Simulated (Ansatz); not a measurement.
# MgS: changes ranked by their effect on the pressure

```yaml
crystal:
  lattice:
    - [0.00000, 2.60165, 2.60165]
    - [2.60165, 0.00000, 2.60165]
    - [2.60165, 2.60165, 0.00000]
  atoms:
    - { symbol: Mg, position: [0.00000, 0.00000, 0.00000] }
    - { symbol: S, position: [0.50000, 0.50000, 0.50000] }
```

Atoms are numbered in the order listed.

The cell is COD entry 9008672, as deposited and not checked against the literature; nothing was relaxed.

These are results of DFT, PBE, all-electron LAPW, scalar-relativistic (Ansatz 0.2.0), not measurements.

The runs use a Γ-centred 10×10×10 k mesh, Fermi–Dirac smearing of 0.03 eV, basis error target 0.25 meV/atom, no spin polarisation.

In this reference run the pressure is 1.1 GPa (positive in compression). Each change below is made alone, on the same k mesh, with fractional coordinates held unless an atom is moved; x, y and z are the Cartesian axes.

Problem. One change shifts the pressure by +5.6 GPa. Which?
A. z strained by +4 % at fixed volume
B. volume scaled by 0.975
C. volume scaled by 1.025
D. x and y strained by -3 %, z held

Solution. D. The others give: volume scaled by 1.025, -1.8 GPa; z strained by +4 % at fixed volume, +0.5 GPa; volume scaled by 0.975, +2.1 GPa.
